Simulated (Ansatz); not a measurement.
# Al: the cost of one run

Computed with Ansatz 0.2.0 (DFT PBE, scalar-relativistic, plane waves, PAW, unless a step's input says otherwise).

### Step 1. The system as given

Symmetry: P6_3/mmc, No. 194, hexagonal system. The conventional cell has a = 2.812 Å, b = 2.812 Å, c = 4.867 Å, α = 90.00°, β = 90.00°, γ = 120.00°. Around Al (site symmetry -6m2) lie 12 Al at 2.81 to 2.93 Å.

Structure file:

```xyz
2
Lattice="2.8125 0.0000 0.0000 -1.4062 2.4357 0.0000 0.0000 0.0000 4.8669" Properties=species:S:1:pos:R:3 pbc="T T T"
Al    1.4062    0.8119    3.6501
Al    0.0000    1.6238    1.2167
```

The structure comes from the Materials Project (structure only).

### Step 2. Random moves and strain, cell strained

The change: strain xx, yy, zz, yz, xz, xy = +2.8, +2.5, +1.1, +0.0, +0.0, +0.4 %; atoms moved by 0.03 Å root mean square, at most 0.03 Å.

input.yaml reads:

```yaml
crystal:
  lattice:
    - [2.8901916174, 0.0108279531, 0.0004781174]
    - [-1.4357185262, 2.4915493112, 0.0006377781]
    - [0.0008273645, 0.001752066, 4.9223807585]
  atoms:
    - { symbol: Al, position: [0.6767413754, 0.3418772232, 0.7470905206] }
    - { symbol: Al, position: [0.3232586246, 0.6581227768, 0.2529094794] }
basis:
  ecutwfc: 420
kpoints:
  mp_grid: { grid: [14, 14, 8] }
hamiltonian:
  xc: pbe
scf:
  occupations: { method: gaussian, width: 0.1 }
output:
  forces: true
  stress: true
  eigenvalues: true
```

Started as:

```console
$ ansatz run input.yaml --threads 1 --pin off --max-ram 1331MiB --backend cpu --events-out ev --progress --plain --runs-dir out
```

What time and memory should one allow on 1 thread of an x86-64 CPU, shared host?

About 5.3 s, with a peak of 0.54 GiB.
